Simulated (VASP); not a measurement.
Input of a VASP 6.6.1 run:

The input INCAR:

```
SYSTEM = As
PREC     = Accurate       ! precision mode
ENCUT    = 600            ! plane-wave cutoff, eV
EDIFF    = 1E-6           ! SCF threshold, eV
ISMEAR   = -1             ! smearing method
SIGMA    = 0.05           ! smearing width, eV
LREAL    = .False.        ! projectors in reciprocal space
LASPH    = .True.         ! aspherical terms in the spheres
NELM     = 60             ! most SCF steps
ALGO     = Normal         ! electronic algorithm
ISIF     = 2              ! what is computed and relaxed
LWAVE    = .False.        ! write WAVECAR
LCHARG   = .False.        ! write CHGCAR
GGA      = PE             ! functional
```

Contents of KPOINTS:

```
regular mesh
0
Gamma
  10 10 10
  0 0 0
```

File POSCAR:

```
As
1.0
    2.7036817444      0.0000000000      0.0000000000
    0.0000000000      2.7036817444      0.0000000000
    0.0000000000      0.0000000000      2.7036817444
As
1
Direct
    0.5000000000      0.5000000000      0.5000000000
```

File KPOINTS_OPT:

```
path GXMGRX,MR
10
line-mode
reciprocal
 0.0000000000  0.0000000000  0.0000000000  G
 0.0000000000  0.5000000000  0.0000000000  X

 0.0000000000  0.5000000000  0.0000000000  X
 0.5000000000  0.5000000000  0.0000000000  M

 0.5000000000  0.5000000000  0.0000000000  M
 0.0000000000  0.0000000000  0.0000000000  G

 0.0000000000  0.0000000000  0.0000000000  G
 0.5000000000  0.5000000000  0.5000000000  R

 0.5000000000  0.5000000000  0.5000000000  R
 0.0000000000  0.5000000000  0.0000000000  X

 0.5000000000  0.5000000000  0.0000000000  M
 0.5000000000  0.5000000000  0.5000000000  R
```

Potentials or basis: VASP PAW PBE potentials, release 64 (As_GW).

Run with:

```bash
$ cat potpaw_PBE.64/As_GW/POTCAR > POTCAR
$ mpirun -np 1 vasp_std > vasp.out
```

(1) Predict the band gap along the path.

(2) Estimate the pressure.

Results:

(1) none (metal or under the smearing width).

(2) 2.3 GPa.
